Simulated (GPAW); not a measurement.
Input of a GPAW 26.7.0 run:

File run.py:

```python
from ase import Atoms
from ase.dft.bandgap import bandgap
from ase.io import write
from ase.units import GPa
from gpaw import GPAW, PW, setup_paths

setup_paths.insert(0, '.')

atoms = Atoms(['Co', 'O'],
              cell=[[0.0, 2.1315, 2.1315],
                    [2.1315, 0.0, 2.1315],
                    [2.1315, 2.1315, 0.0]],
              scaled_positions=[[0.0, 0.0, 0.0],
                                [0.5, 0.5, 0.5]],
              pbc=True)
atoms.set_initial_magnetic_moments([2.0, 0.0])

calc = GPAW(mode=PW(800),
            xc='PBEsol',
            kpts={'size': (11, 11, 11), 'gamma': True},
            occupations={'name': 'fermi-dirac', 'width': 0.05},
            setups={'Co': ':d,8.0'},
            nbands=17,
            convergence={'density': 1e-05, 'energy': 1e-05},
            maxiter=150,
            txt='gpaw.txt')
atoms.calc = calc
energy = atoms.get_potential_energy()
forces = atoms.get_forces()
stress = atoms.get_stress()
calc.write('gs.gpw')
write('result.traj', atoms)
print(f'Energy: {energy:.6f} eV')
print('Forces (eV/A):')
print(forces.round(4))
print('Stress (GPa):', (stress / GPa).round(3))
print('Moments:', calc.get_magnetic_moments().round(3))
print('Fermi level:', round(calc.get_fermi_level(), 4), 'eV')
print(f'Gap: {bandgap(calc)[0]:.4f} eV, direct: {bandgap(calc, direct=True)[0]:.4f} eV')

path = atoms.cell.bandpath('GXWKGLUWLK,UX', npoints=80, eps=1e-4)
bs_calc = calc.fixed_density(kpts=path, symmetry='off', nbands=25,
                             convergence={'bands': 'CBM+6.0', 'eigenstates': 1e-6}, txt='bands.txt')
bs = bs_calc.band_structure()
bs.write('bs.json')
print(f'Gap on the path: {bandgap(bs_calc)[0]:.4f} eV')
```

Potentials or basis: PAW data sets generated in the run's folder for this functional, pw.

Run with:

```bash
$ gpaw-setup -f PBEsol Co O
$ OMP_NUM_THREADS=1 python run.py
```

Q: Estimate the pressure.

A: -4.8 GPa.

Q: Estimate the net moment.

A: 3.00 μB per cell.

Q: Estimate the site moments.

A: Co +2.78; O +0.15 μB.

Levels at the corners of the path, in eV from the Fermi level:
Spin up:
```csv
point,band 7,band 8,band 9,band 10
Γ,-2.14,-2.14,-2.14,1.66
X,-5.44,-3.43,-3.43,6.36
W,-4.00,-4.00,-2.60,8.68
K,-4.31,-3.68,-2.14,7.96
Γ,-2.14,-2.14,-2.14,1.66
L,-4.11,-0.66,-0.66,5.61
U,-4.31,-3.68,-2.14,7.96
W,-4.00,-4.00,-2.60,8.68
L,-4.11,-0.66,-0.66,5.61
K,-4.31,-3.68,-2.14,7.96
U,-4.31,-3.68,-2.14,7.96
X,-5.44,-3.43,-3.43,6.36
```
Spin down:
| point | band 4 | band 5 | band 6 | band 7 | band 8 | band 9 |
| --- | --- | --- | --- | --- | --- | --- |
| Γ | -1.77 | -1.20 | -1.20 | -1.20 | 2.06 | 4.64 |
| X | -3.08 | -2.30 | 0.02 | 0.02 | 5.33 | 5.53 |
| W | -3.94 | -0.36 | -0.36 | 0.03 | 5.60 | 6.01 |
| K | -3.18 | -0.94 | -0.13 | 0.11 | 5.73 | 6.12 |
| Γ | -1.77 | -1.20 | -1.20 | -1.20 | 2.06 | 4.64 |
| L | -3.34 | -0.05 | -0.05 | 0.21 | 5.75 | 6.96 |
| U | -3.18 | -0.94 | -0.13 | 0.11 | 5.73 | 6.12 |
| W | -3.94 | -0.36 | -0.36 | 0.03 | 5.60 | 6.01 |
| L | -3.34 | -0.05 | -0.05 | 0.21 | 5.75 | 6.96 |
| K | -3.18 | -0.94 | -0.13 | 0.11 | 5.73 | 6.12 |
| U | -3.18 | -0.94 | -0.13 | 0.11 | 5.73 | 6.12 |
| X | -3.08 | -2.30 | 0.02 | 0.02 | 5.33 | 5.53 |

Caveat: a cell with one magnetic atom can't hold antiferromagnetic order, which such compounds often take. The state reached can hang on the start; a lower one may exist.
